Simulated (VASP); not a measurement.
# SiO2 (Cristobalite) (P4_12_12) in VASP: further runs

Runs on SiO2 (Cristobalite). Level: LDA. Tasks: single point.

All numbers are computed with VASP 6.6.1; they aren't measurements. Logs are shortened: lines on timing, memory, paths and dates and some standing lists are left out, and cuts for length are marked.

## Step 1: The crystal as given

Symmetry: P4_12_12, No. 92, tetragonal system. The conventional cell has a = 4.982 Å, b = 4.982 Å, c = 6.963 Å, α = 90.00°, β = 90.00°, γ = 90.00°. Si (site symmetry 2) is surrounded by 4 O at 1.60 to 1.61 Å. O (site symmetry 1) has 2 Si at 1.60 to 1.61 Å as nearest neighbours.

## Step 2: Single point, LDA

File INCAR:

```
ADDGRID = F
ALGO = Normal
EDIFF = 0.01
ENCUT = 460
ISIF = 2
ISMEAR = 0
LASPH = T
LCHARG = F
LREAL = F
LWAVE = F
NELM = 100
PREC = Accurate
SIGMA = 0.05
```

File KPOINTS:

```
k-points
0
Gamma
  4 4 3
```

File POSCAR:

```
SiO2
1.0
    4.9820000000      0.0000000000      0.0000000000
    0.0000000000      4.9820000000      0.0000000000
    0.0000000000      0.0000000000      6.9630000000
Si O
4 8
Direct
    0.7989700000      0.2010300000      0.7500000000
    0.7010300000      0.7010300000      0.5000000000
    0.2010300000      0.7989700000      0.2500000000
    0.2989700000      0.2989700000      0.0000000000
    0.1034700000      0.2398900000      0.8218700000
    0.2601100000      0.6034700000      0.0718700000
    0.8965300000      0.7601100000      0.3218700000
    0.7398900000      0.3965300000      0.5718700000
    0.6034700000      0.2601100000      0.9281300000
    0.7601100000      0.8965300000      0.6781300000
    0.3965300000      0.7398900000      0.4281300000
    0.2398900000      0.1034700000      0.1781300000
```

Potentials or basis: VASP PAW LDA potentials, release 64 (Si, O).

Launch:

```
$ cat potpaw_LDA.64/Si/POTCAR potpaw_LDA.64/O/POTCAR > POTCAR
$ mpirun -np 1 vasp_std > vasp.out
```

OUTCAR:

```text
EDIFF = 0.01
   ENCUT = 460
   ISIF = 2
   ISMEAR = 0
   LASPH = T
   LREAL = F
   NELM = 100
   PREC = Accurate

 Found     12 irreducible k-points:

 Following reciprocal coordinates:
            Coordinates               Weight
  0.000000  0.000000  0.000000      1.000000
  0.250000  0.000000  0.000000      4.000000
  0.500000  0.000000  0.000000      2.000000
  0.250000  0.250000  0.000000      4.000000
  0.500000  0.250000  0.000000      4.000000
  0.500000  0.500000  0.000000      1.000000
   k-points           NKPTS =     12   k-points in BZ     NKDIM =     12   number of bands    NBANDS=     39
   number of dos      NEDOS =    301   number of ions     NIONS =     12
   total plane-waves  NPLWV =  64800
   dimension x,y,z NGX =    36 NGY =   36 NGZ =   50
   dimension x,y,z NGXF=    72 NGYF=   72 NGZF=  100
   ions per type =               4   8
   NGX,Y,Z   is equivalent  to a cutoff of  12.01, 12.01, 11.94 a.u.
   NGXF,Y,Z  is equivalent  to a cutoff of  24.03, 24.03, 23.88 a.u.
 SYSTEM =  unknown system
   PREC   = accura    normal or accurate (medium, high low for compatibility)
   ISTART =      0    job   : 0-new  1-cont  2-samecut
   ICHARG =      2    charge: 1-file 2-atom 10-const
   ISPIN  =      1    spin polarized calculation?
   LNONCOLLINEAR =      F non collinear calculations
   LSORBIT =      F    spin-orbit coupling
   LASPH  =      T    aspherical Exc in radial PAW
   ENCUT  =  460.0 eV  33.81 Ry    5.81 a.u.   8.71  8.71 12.18*2*pi/ulx,y,z
   NELM   =    100;   NELMIN=  2; NELMDL= -5     # of ELM steps
   EDIFF  = 0.1E-01   stopping-criterion for ELM
   LREAL  =      F    real-space projection
   EDIFFG = 0.1E+00   stopping-criterion for IOM
   NSW    =      0    number of steps for IOM
   IBRION =     -1    ionic relax: 0-MD 1-quasi-New 2-CG
   NFREE  =      0    steps in history (QN), initial steepest desc. (CG)
   ISIF   =      2    stress and relaxation
   ISYM   =      2    0-nonsym 1-usesym 2-fastsym
   POTIM  = 0.5000    time-step for ionic-motion
   TEBEG  =    0.0;   TEEND  =   0.0 temperature during run
   PSTRESS=    0.0 pullay stress
   NELECT =      64.0000    total number of electrons
   NUPDOWN=      -1.0000    fix difference up-down
   EMIN   =  10.00;   EMAX   =-10.00  energy-range for DOS
   EFERMI =   0.00;   METHOD = LEGACY
   ISMEAR =     0;   SIGMA  =   0.05  broadening in eV -4-tet -1-fermi 0-gaus
   EFERMI_NEDOS =   21; number of points for ismear=-14 and -15
   IALGO  =     38    algorithm
   IMIX   =      4    mixing-type and parameters
     AMIX     =   0.40;   BMIX     =  1.00
     AMIX_MAG =   1.60;   BMIX_MAG =  1.00
  volume/ion in A,a.u.               =      14.40        97.19
  Fermi-wavevector in a.u.,A,eV,Ry     =   1.175620  2.221599 18.804365  1.382082
  Thomas-Fermi vector in A             =   2.311997
   LORBIT       =      0    0 simple, 1 ext, 2 COOP (PROOUT), +10 PAW based schemes
   GGA     = CA    functional components
   LHFCALC =     F    Hartree Fock is set to
   AEXX    =    0.0000 exact exchange contribution
   IVDW    =     0    specifies the selected vdW correction
   LEPSILON=     F    determine dielectric tensor
   LRPA    =     F    only Hartree local field effects (RPA)
 non-spin polarized calculation
 Gauss-broadening in eV      SIGMA  =   0.05
  energy-cutoff  :      460.00
  volume of cell :      172.82
 maximum number of plane-waves:      3916
 NGX is ok and might be reduce to    36

 number of electron      64.0000001 magnetization

 Free energy of the ion-electron system (eV)
  ---------------------------------------------------
  ext. energy  EPLUGINS =         0.00000000
  ---------------------------------------------------
  free energy    TOTEN  =      -103.77741468 eV

  energy without entropy =     -103.77741468  energy(sigma->0) =     -103.77741468

 E-fermi :   0.0570     XC(G=0):  -8.9579

 val. band max:       -0.1597226115   @ k =   0.0000   0.0000   0.0000
 cond. band min:       5.3467486529   @ k =   0.0000   0.0000   0.0000
 fundamental gap:      5.5064712644
 Fermi energy:         0.0569593626

 k-point     1 :       0.0000    0.0000    0.0000
  band No.  band energies     occupation
      1     -19.4246      2.00000
      2     -18.4919      2.00000
      3     -18.4919      2.00000
      4     -17.2655      2.00000
      5     -17.2141      2.00000
      6     -17.2113      2.00000
      7     -17.1957      2.00000
      8     -17.1957      2.00000
      9      -9.7865      2.00000
     10      -7.6420      2.00000
     11      -7.6420      2.00000
     12      -6.0657      2.00000
     13      -5.9387      2.00000
     14      -5.9387      2.00000
     15      -5.4386      2.00000
     16      -5.2723      2.00000
     17      -3.1833      2.00000
     18      -3.1748      2.00000
     19      -3.1748      2.00000
     20      -2.6157      2.00000
     21      -2.5192      2.00000
     22      -2.2520      2.00000
     23      -2.0282      2.00000
     24      -1.9866      2.00000
     25      -1.9866      2.00000
     26      -1.5023      2.00000
     27      -1.5023      2.00000
     28      -1.3573      2.00000
     29      -0.8245      2.00000
     30      -0.4228      2.00000
     31      -0.4228      2.00000
     32      -0.1597      2.00000
     33       5.3467      0.00000
     34       8.4125      0.00000
     35       8.4125      0.00000
     36       8.8449      0.00000
     37       8.8449      0.00000
     38       9.2386      0.00000
     39       9.5618      0.00000

 k-point     2 :       0.2500    0.0000    0.0000
  band No.  band energies     occupation
      1     -19.2934      2.00000
      2     -18.6272      2.00000
      3     -18.3330      2.00000
      4     -17.4266      2.00000
      5     -17.2738      2.00000
      6     -17.2471      2.00000
      7     -17.2089      2.00000
      8     -17.1975      2.00000
      9      -9.4528      2.00000
     10      -7.9625      2.00000
     11      -7.2922      2.00000
     12      -6.0994      2.00000
     13      -5.9208      2.00000
     14      -5.8197      2.00000
     15      -5.4949      2.00000
     16      -5.3176      2.00000
     17      -3.4500      2.00000
     18      -3.0718      2.00000
     19      -2.9888      2.00000
     20      -2.5401      2.00000
     21      -2.5030      2.00000
     22      -2.4437      2.00000
     23      -2.2222      2.00000
     24      -1.9565      2.00000
     25      -1.8442      2.00000
     26      -1.7375      2.00000
     27      -1.4178      2.00000
     28      -1.2758      2.00000
     29      -0.8838      2.00000
     30      -0.6342      2.00000
     31      -0.4833      2.00000
     32      -0.3488      2.00000
     33       5.9690      0.00000
     34       8.5467      0.00000
     35       8.5871      0.00000
     36       8.8960      0.00000
     37       8.9885      0.00000
     38       9.2687      0.00000
     39       9.5402      0.00000

 k-point     3 :       0.5000    0.0000    0.0000
  band No.  band energies     occupation
      1     -18.9646      2.00000
      2     -18.9646      2.00000
      3     -17.9135      2.00000
      4     -17.9135      2.00000
      5     -17.2797      2.00000
      6     -17.2797      2.00000
      7     -17.2025      2.00000
      8     -17.2025      2.00000
      9      -8.6994      2.00000
     10      -8.6994      2.00000
     11      -6.5914      2.00000
     12      -6.5914      2.00000
     13      -5.6886      2.00000
     14      -5.6886      2.00000
     15      -5.5049      2.00000
     16      -5.5049      2.00000
     17      -3.2691      2.00000
     18      -3.2691      2.00000
     19      -2.8820      2.00000
     20      -2.8820      2.00000
     21      -2.4454      2.00000
     22      -2.4454      2.00000
     23      -2.1942      2.00000
     24      -2.1942      2.00000
     25      -1.8079      2.00000
     26      -1.8079      2.00000
     27      -1.1966      2.00000
     28      -1.1966      2.00000
     29      -0.8215      2.00000
     30      -0.8215      2.00000
     31      -0.6322      2.00000
     32      -0.6322      2.00000
     33       7.3822      0.00000
     34       7.3822      0.00000
     35       8.8324      0.00000
     36       8.8327      0.00000
     37       9.3719      0.00000
     38       9.3855      0.00000
     39       9.5745      0.00000

 k-point     4 :       0.2500    0.2500    0.0000
  band No.  band energies     occupation
      1     -19.1593      2.00000
      2     -18.4764      2.00000
      3     -18.4689      2.00000
      4     -17.6129      2.00000
      5     -17.2796      2.00000
      6     -17.2476      2.00000
      7     -17.2451      2.00000
      8     -17.2298      2.00000
      9      -9.1255      2.00000
     10      -7.6621      2.00000
     11      -7.6084      2.00000
     12      -6.4033      2.00000
     13      -5.7503      2.00000
     14      -5.6128      2.00000
     15      -5.4487      2.00000
     16      -5.2954      2.00000
     17      -3.3821      2.00000
     18      -3.2617      2.00000
     19      -3.0127      2.00000
     20      -2.5947      2.00000
     21      -2.4916      2.00000
     22      -2.3812      2.00000
     23      -2.2047      2.00000
     24      -2.1705      2.00000
     25      -2.0917      2.00000
     26      -1.6089      2.00000
     27      -1.4189      2.00000
     28      -1.0523      2.00000
     29      -1.0362      2.00000
     30      -0.7333      2.00000
     31      -0.6368      2.00000
     32      -0.4589      2.00000
     33       6.5230      0.00000
     34       8.4411      0.00000
     35       8.7671      0.00000
     36       8.9158      0.00000
     37       9.0026      0.00000
     38       9.2845      0.00000
     39       9.6027      0.00000

 k-point     5 :       0.5000    0.2500    0.0000
  band No.  band energies     occupation
      1     -18.8212      2.00000
      2     -18.8212      2.00000
      3     -18.0678      2.00000
      4     -18.0678      2.00000
      5     -17.2816      2.00000
      6     -17.2816      2.00000
      7     -17.2432      2.00000
      8     -17.2432      2.00000
      9      -8.3823      2.00000
     10      -8.3823      2.00000
     11      -6.9635      2.00000
     12      -6.9635      2.00000
     13      -5.5043      2.00000
     14      -5.5043      2.00000
     15      -5.3590      2.00000
     16      -5.3590      2.00000
     17      -3.2375      2.00000
     18      -3.2375      2.00000
     19      -3.0550      2.00000
     20      -3.0550      2.00000
     21      -2.5101      2.00000
     22      -2.5101      2.00000
     23      -2.1910      2.00000
     24      -2.1910      2.00000
     25      -1.9415      2.00000
     26      -1.9415      2.00000
     27      -1.1625      2.00000
     28      -1.1625      2.00000
     29      -0.8213      2.00000
     30      -0.8213      2.00000
     31      -0.7265      2.00000
     32      -0.7265      2.00000
     33       7.7457      0.00000
     34       7.7457      0.00000
     35       8.7009      0.00000
     36       8.7009      0.00000
     37       9.4601      0.00000
     38       9.4655      0.00000
     39       9.7332      0.00000

 k-point     6 :       0.5000    0.5000    0.0000
  band No.  band energies     occupation
      1     -18.4619      2.00000
      2     -18.4619      2.00000
      3     -18.4472      2.00000
      4     -18.4472      2.00000
      5     -17.2827      2.00000
      6     -17.2827      2.00000
      7     -17.2742      2.00000
      8     -17.2742      2.00000
      9      -7.7313      2.00000
     10      -7.7313      2.00000
     11      -7.6164      2.00000
     12      -7.6164      2.00000
     13      -5.3510      2.00000
     14      -5.3510      2.00000
     15      -5.2076      2.00000
     16      -5.2076      2.00000
     17      -3.2289      2.00000
     18      -3.2289      2.00000
     19      -3.0688      2.00000
     20      -3.0688      2.00000
     21      -2.7048      2.00000
     22      -2.7048      2.00000
     23      -2.5046      2.00000
     24      -2.5046      2.00000
     25      -1.5482      2.00000
     26      -1.5482      2.00000
     27      -1.5161      2.00000
     28      -1.5161      2.00000
     29      -0.7698      2.00000
     30      -0.7698      2.00000
     31      -0.7230      2.00000
     32      -0.7230      2.00000
     33       8.3286      0.00000
     34       8.3286      0.00000
     35       8.4925      0.00000
     36       8.4925      0.00000
     37       9.4339      0.00000
     38       9.4352      0.00000
     39       9.8508      0.00000

 [... further k-points ...]
[... 5 lines left out ...]
  --------------------------------------------------------------------------------------
  -------------------------------------------------------------------------------------
  Total       -0.4612692     -0.4612692      0.1008513      0.0000000      0.0000000     -0.0000000
  in kB       -4.2762317     -4.2762317      0.9349494      0.0000000      0.0000000     -0.0000000
  external PRESSURE =      -2.5391713 kB  Pullay stress =       0.0000000 kB

 VOLUME and BASIS-vectors are now :
 -----------------------------------------------------------------------------
  energy-cutoff  :      460.00
  volume of cell :      172.82
      direct lattice vectors                 reciprocal lattice vectors
     4.982000000  0.000000000  0.000000000     0.200722601  0.000000000  0.000000000
     0.000000000  4.982000000  0.000000000     0.000000000  0.200722601  0.000000000
     0.000000000  0.000000000  6.963000000     0.000000000  0.000000000  0.143616257

 POSITION                                       TOTAL-FORCE (eV/Angst)
 -----------------------------------------------------------------------------------
      3.98047      1.00153      5.22225         0.127697     -0.127697      0.000000
      3.49253      3.49253      3.48150        -0.127697     -0.127697      0.000000
      1.00153      3.98047      1.74075        -0.127697      0.127697      0.000000
      1.48947      1.48947      0.00000         0.127697      0.127697      0.000000
      0.51549      1.19513      5.72268        -0.094523     -0.042686     -0.103091
      1.29587      3.00649      0.50043         0.042686     -0.094523     -0.103091
      4.46651      3.78687      2.24118         0.094523      0.042686     -0.103091
      3.68613      1.97551      3.98193        -0.042686      0.094523     -0.103091
      3.00649      1.29587      6.46257        -0.094523      0.042686      0.103091
      3.78687      4.46651      4.72182         0.042686      0.094523      0.103091
      1.97551      3.68613      2.98107         0.094523     -0.042686      0.103091
      1.19513      0.51549      1.24032        -0.042686     -0.094523      0.103091
 -----------------------------------------------------------------------------------
    total drift:                               -0.000000      0.000000     -0.000000

  FREE ENERGIE OF THE ION-ELECTRON SYSTEM (eV)
  ---------------------------------------------------
  free  energy   TOTEN  =      -103.7774146808 eV

  energy  without entropy=     -103.7774146808  energy(sigma->0) =     -103.77741468
```

Wall time 37 s (1 thread of Intel Xeon Platinum 8488C (Sapphire Rapids), shared host); peak memory 0.21 GiB.

These settings aren't checked as converged: the numbers below hold their error.

What came out:

| Item | Value |
| --- | --- |
| Free energy | -103.7774 eV |
| Pressure | -0.3 GPa |
| Largest force | 0.181 eV/Å |
| Band gap on the k mesh | 5.51 eV, direct |

Caveat: the cutoff is under 1.25 times the usual one of these potentials, so pressure, stress and relaxed cells hold a basis-set (Pulay) error.

## Step 3: Single point, LDA

Edit INCAR of step 2 so:

```diff
@@ -2,3 +2,3 @@
 ALGO = Normal
-EDIFF = 0.01
+EDIFF = 1E-4
 ENCUT = 460
```

KPOINTS is that of step 2.

POSCAR is that of step 2.

Potentials or basis: VASP PAW LDA potentials, release 64 (Si, O).

Launch:

```
$ cat potpaw_LDA.64/Si/POTCAR potpaw_LDA.64/O/POTCAR > POTCAR
$ mpirun -np 1 vasp_std > vasp.out
```

Wall time 47 s (1 thread of Intel Xeon Platinum 8488C (Sapphire Rapids), shared host); peak memory 0.2 GiB.

The run converged, but some of its settings lie outside the range that counts as converged, so its numbers aren't taken as properties of the crystal.

Results:

```yaml
Free_energy: -103.7775 eV
Pressure: 0.1 GPa
Largest_force: 0.182 eV/Å
Band_gap_on_the_k_mesh: 5.52 eV, direct
```

Caveat: the cutoff is under 1.25 times the usual one of these potentials, so pressure, stress and relaxed cells hold a basis-set (Pulay) error.

## Step 4: Single point, LDA

Edit INCAR of step 3 so:

```diff
@@ -2,3 +2,3 @@
 ALGO = Normal
-EDIFF = 1E-4
+EDIFF = 1E-6
 ENCUT = 460
```

KPOINTS is that of step 3.

POSCAR is that of step 3.

Launch:

```
$ cat potpaw_LDA.64/Si/POTCAR potpaw_LDA.64/O/POTCAR > POTCAR
$ mpirun -np 1 vasp_std > vasp.out
```

Run time: 52 s. Hardware: 1 thread of Intel Xeon Platinum 8488C (Sapphire Rapids), shared host; peak memory 0.21 GiB.

These settings aren't checked as converged: the numbers below hold their error.

What came out:

```
Free energy            : -103.7775 eV
Pressure               : 0.1 GPa
Largest force          : 0.182 eV/Å
Band gap on the k mesh : 5.52 eV, direct
```

Caveat: the cutoff is under 1.25 times the usual one of these potentials, so pressure, stress and relaxed cells hold a basis-set (Pulay) error.

## Step 5: The reference run

An earlier run on the cell as given: functional PBE; potentials or basis VASP PAW PBE potentials, release 64 (Si, O); cutoff 520 eV; k mesh 6 × 6 × 4; occupations fermi-dirac, width 0.05 eV; no spin polarisation.

* Pressure: 6.4 GPa
* Largest force: 0.405 eV/Å
* Band gap on the k mesh: 5.76 eV, direct
